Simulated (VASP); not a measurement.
# Cu (Fm-3m) in VASP: elastic constants with PBE

Aim: the elastic constants of Cu with PBE.

Program: VASP 6.6.1. These are calculated values, not measurements. Logs are shortened: lines on timing, memory, paths and dates and some standing lists are left out, and cuts for length are marked.

## Step 1: The structure

Symmetry: Fm-3m, No. 225, cubic system. The conventional cell has a = 3.634 Å, b = 3.634 Å, c = 3.634 Å, α = 90.00°, β = 90.00°, γ = 90.00°. Cu (site symmetry m-3m) is surrounded by 12 Cu at 2.57 Å.

The cell was built by a generator and needn't be a form met in nature.

## Step 2: Elastic constants, PBE

POSCAR reads:

```
Cu
1.0
    0.0000000000      1.8172249420      1.8172249420
    1.8172249420     -0.0000000000      1.8172249420
    1.8172249420      1.8172249420     -0.0000000000
  Cu
     1
Direct
     0.0000000000000000    0.0000000000000000    0.0000000000000000
```

INCAR.step1 reads:

```
PREC = Accurate
ENCUT = 600
EDIFF = 1E-8
ISMEAR = 1
SIGMA = 0.4
LREAL = F
LASPH = T
NELM = 80
ALGO = Normal
ISIF = 3
LWAVE = F
LCHARG = F
GGA = PE
KPAR = 8
IBRION = 2
NSW = 40
EDIFFG = -0.002
```

INCAR.step2 reads:

```
PREC = Accurate
ENCUT = 600
EDIFF = 1E-8
ISMEAR = 1
SIGMA = 0.4
LREAL = F
LASPH = T
NELM = 80
ALGO = Normal
ISIF = 3
LWAVE = F
LCHARG = F
GGA = PE
KPAR = 8
IBRION = 6
NFREE = 2
POTIM = 0.015
NSW = 1
```

KPOINTS reads:

```
regular mesh
0
Gamma
  32 32 32
```

Potentials or basis: VASP PAW PBE potentials, release 64 (Cu).

On the command line:

```bash
$ cat potpaw_PBE.64/Cu/POTCAR > POTCAR
$ cp INCAR.step1 INCAR
$ mpirun -np 8 vasp_std > vasp.out
$ cp CONTCAR POSCAR
$ cp INCAR.step2 INCAR
$ mpirun -np 8 vasp_std > vasp.out
```

OUTCAR:

```text
PREC = Accurate
   ENCUT = 600
   EDIFF = 1E-8
   ISMEAR = 1
   LREAL = F
   LASPH = T
   NELM = 80
   ISIF = 3
   GGA = PE
   IBRION = 6
   NFREE = 2
   POTIM = 0.015
   NSW = 1

 ion  position               nearest neighbor table
   1  0.000  0.000  0.000-

  LATTYP: Found a face centered cubic cell.
 ALAT       =     3.6344498840

  Lattice vectors:

 A1 = (   0.0000000000,   1.8172249420,   1.8172249420)
 A2 = (   1.8172249420,   0.0000000000,   1.8172249420)
 A3 = (   1.8172249420,   1.8172249420,   0.0000000000)

Analysis of symmetry for initial positions (statically):
=====================================================================
 Subroutine PRICEL returns:
 Original cell was already a primitive cell.

 Routine SETGRP: Setting up the symmetry group for a
 face centered cubic supercell.

 Subroutine GETGRP returns: Found 48 space group operations
 (whereof 48 operations were pure point group operations)
 out of a pool of 48 trial point group operations.

The static configuration has the point symmetry O_h .

Analysis of symmetry for dynamics (positions and initial velocities):
=====================================================================
 Subroutine PRICEL returns:
 Original cell was already a primitive cell.

 Routine SETGRP: Setting up the symmetry group for a
 face centered cubic supercell.

 Subroutine GETGRP returns: Found 48 space group operations
 (whereof 48 operations were pure point group operations)
 out of a pool of 48 trial point group operations.

The dynamic configuration has the point symmetry O_h .

 Subroutine INISYM returns: Found 48 space group operations
 (whereof 48 operations are pure point group operations),
 and found     1 'primitive' translations

----------------------------------------------------------------------------------------

                                     Primitive cell

  volume of cell :      12.0021

  direct lattice vectors                    reciprocal lattice vectors
     0.000000000  1.817224942  1.817224942    -0.275144804  0.275144804  0.275144804
     1.817224942  0.000000000  1.817224942     0.275144804 -0.275144804  0.275144804
     1.817224942  1.817224942  0.000000000     0.275144804  0.275144804 -0.275144804

  length of vectors
     2.569944159  2.569944159  2.569944159     0.476564779  0.476564779  0.476564779

  position of ions in fractional coordinates (direct lattice)
     0.000000000  0.000000000  0.000000000

  ion indices of the primitive-cell ions
   primitive index   ion index
                 1           1

----------------------------------------------------------------------------------------

 KPOINTS: regular mesh

Automatic generation of k-mesh.
 Grid dimensions read from file:
 generate k-points for:   32   32   32

 Generating k-lattice:

  Cartesian coordinates                     Fractional coordinates (reciprocal lattice)
[... 98 lines left out ...]
   NGX = 11   NGY = 11   NGZ = 11

--------------------------------------- Ionic step        1  -------------------------------------------

 number of electron      10.9999998 magnetization

 Free energy of the ion-electron system (eV)
  ---------------------------------------------------
  ext. energy  EPLUGINS =         0.00000000
  ---------------------------------------------------
  free energy    TOTEN  =        -3.72779598 eV

  energy without entropy =       -3.72788549  energy(sigma->0) =       -3.72782582

------------------------ aborting loop because EDIFF is reached ----------------------------------------

  FORCE on cell =-STRESS in cart. coord.  units (eV):
  Direction    XX          YY          ZZ          XY          YZ          ZX
  --------------------------------------------------------------------------------------
  -------------------------------------------------------------------------------------
  Total        0.0016362      0.0016362      0.0016362      0.0000000     -0.0000000      0.0000000
  in kB        0.2184198      0.2184198      0.2184198      0.0000000     -0.0000000      0.0000000
  external PRESSURE =       0.2184198 kB  Pullay stress =       0.0000000 kB
[... 86 lines left out ...]
  FREE ENERGIE OF THE ION-ELECTRON SYSTEM (eV)
  ---------------------------------------------------
  free  energy   TOTEN  =        -3.7263018461 eV

  energy  without entropy=       -3.7264016936  energy(sigma->0) =       -3.72633513

[... ionic steps 4 to 12 ...]

--------------------------------------- Ionic step       13  -------------------------------------------

 number of electron      10.9999998 magnetization

------------------------ aborting loop because EDIFF is reached ----------------------------------------
[... 65 lines left out ...]
--------------------------------------- Ionic step       15  -------------------------------------------

 number of electron      10.9999999 magnetization

 Free energy of the ion-electron system (eV)
  ---------------------------------------------------
  ext. energy  EPLUGINS =         0.00000000
  ---------------------------------------------------
  free energy    TOTEN  =        -3.72779624 eV

  energy without entropy =       -3.72788576  energy(sigma->0) =       -3.72782608

 E-fermi :   7.4034     XC(G=0): -12.6328

 val. band max:        7.3997832454   @ k =   0.4687   0.3125   0.0312
 cond. band min:       7.4099478324   @ k =  -0.4062   0.1250   0.0000
 fundamental gap:      0.0101645870
 Fermi energy:         7.4033567980

 k-point     1 :       0.0000    0.0000    0.0000
  band No.  band energies     occupation
      1      -1.8418      2.00000
      2       4.4086      2.00000
      3       4.4086      2.00000
      4       4.4086      2.00000
      5       5.2102      2.00000
      6       5.2102      2.00000
      7      29.8524      0.00000
      8      32.3722      0.00000
      9      32.3722      0.00000
[... 265 lines left out ...]
 k-point    24 :       0.2188    0.0312    0.0000
  band No.  band energies     occupation
      1      -0.3129      2.00000
      2       4.1712      2.00000
      3       4.5726      2.00000
      4       4.5766      2.00000
      5       5.1688      2.00000
      6       5.2726      2.00000
      7      21.7732      0.00000
      8      29.3256      0.00000
      9      29.5114      0.00000

 [... further k-points ...]

------------------------ aborting loop because EDIFF is reached ----------------------------------------

  FORCE on cell =-STRESS in cart. coord.  units (eV):
  Direction    XX          YY          ZZ          XY          YZ          ZX
  --------------------------------------------------------------------------------------
  -------------------------------------------------------------------------------------
  Total        0.0012434      0.0012434      0.0012434     -0.0000000     -0.0000000      0.0000000
  in kB        0.1659880      0.1659880      0.1659880     -0.0000000     -0.0000000      0.0000000
  external PRESSURE =       0.1659880 kB  Pullay stress =       0.0000000 kB
[... 16 lines left out ...]
  FREE ENERGIE OF THE ION-ELECTRON SYSTEM (eV)
  ---------------------------------------------------
  free  energy   TOTEN  =        -3.7277962425 eV

  energy  without entropy=       -3.7278857578  energy(sigma->0) =       -3.72782608

 INTERNAL STRAIN TENSORS FROM STRAINED CELLS
 ============================================

 INTERNAL STRAIN TENSOR FOR ION    1 for displacements in x,y,z  (eV/Angst):
          X           Y           Z          XY          YZ          ZX
  --------------------------------------------------------------------------------
  x     0.00000     0.00000     0.00000    -0.00000     0.00000    -0.00000
  y     0.00000     0.00000    -0.00000     0.00000     0.00000     0.00000
  z    -0.00000    -0.00000     0.00000     0.00000    -0.00000    -0.00000

 INTERNAL STRAIN TENSORS FROM DISPLACED ATOMS
 ============================================

 INTERNAL STRAIN TENSOR FOR ION    1 for displacements in x,y,z  (eV/Angst):
          X           Y           Z          XY          YZ          ZX
  --------------------------------------------------------------------------------
  x     0.00000     0.00000     0.00000     0.00000     0.00000     0.00000
  y     0.00000     0.00000     0.00000     0.00000     0.00000     0.00000
  z     0.00000     0.00000     0.00000     0.00000     0.00000     0.00000

 Eigenvectors and eigenvalues of the dynamical matrix
 ----------------------------------------------------

   1 f  =    0.000000 THz     0.000000 2PiTHz    0.000000 cm-1     0.000000 meV
             X         Y         Z           dx          dy          dz
      0.000000  0.000000  0.000000     1.000000    0.000000    0.000000

   2 f  =    0.000000 THz     0.000000 2PiTHz    0.000000 cm-1     0.000000 meV
             X         Y         Z           dx          dy          dz
      0.000000  0.000000  0.000000     0.000000    1.000000    0.000000

   3 f  =    0.000000 THz     0.000000 2PiTHz    0.000000 cm-1     0.000000 meV
             X         Y         Z           dx          dy          dz
      0.000000  0.000000  0.000000     0.000000    0.000000    1.000000

--------------------------------------------------------------------------------------------------------

 ELASTIC MODULI CONTR FROM IONIC RELAXATION (kBar)
 Direction    XX          YY          ZZ          XY          YZ          ZX
 --------------------------------------------------------------------------------
 XX           0.0000      0.0000      0.0000      0.0000      0.0000      0.0000
 YY           0.0000      0.0000      0.0000      0.0000      0.0000      0.0000
 ZZ           0.0000      0.0000      0.0000      0.0000      0.0000      0.0000
 XY           0.0000      0.0000      0.0000      0.0000      0.0000      0.0000
 YZ           0.0000      0.0000      0.0000      0.0000      0.0000      0.0000
 ZX           0.0000      0.0000      0.0000      0.0000      0.0000      0.0000
 --------------------------------------------------------------------------------

 TOTAL ELASTIC MODULI (kBar)
 Direction    XX          YY          ZZ          XY          YZ          ZX
 --------------------------------------------------------------------------------
 XX        1719.8682   1205.5207   1205.5207      0.0000     -0.0000      0.0000
 YY        1205.5207   1719.8682   1205.5207     -0.0000     -0.0000      0.0000
 ZZ        1205.5207   1205.5207   1719.8682     -0.0000     -0.0000      0.0000
 XY           0.0000     -0.0000     -0.0000    770.8125      0.0000      0.0000
 YZ          -0.0000     -0.0000     -0.0000      0.0000    770.8125      0.0000
 ZX           0.0000      0.0000      0.0000      0.0000      0.0000    770.8125
 --------------------------------------------------------------------------------
```

It took 11 min on 8 MPI ranks of AMD EPYC 9R45 (Zen 5), shared host; peak memory 1.9 GiB.

Results:

```
Elastic constants C11, C12, C44 : 172, 121, 77 GPa
Voigt bulk modulus              : 138 GPa
```

Elastic tensor in Voigt notation (GPa, in the Cartesian axes of the cell as first typed):
```
172 121 121   0   0   0
121 172 121   0   0   0
121 121 172   0   0   0
  0   0   0  77   0   0
  0   0   0   0  77   0
  0   0   0   0   0  77
```

Clamped-ion elastic tensor (GPa):
```
172 121 121   0   0   0
121 172 121   0   0   0
121 121 172   0   0   0
  0   0   0  77   0   0
  0   0   0   0  77   0
  0   0   0   0   0  77
```
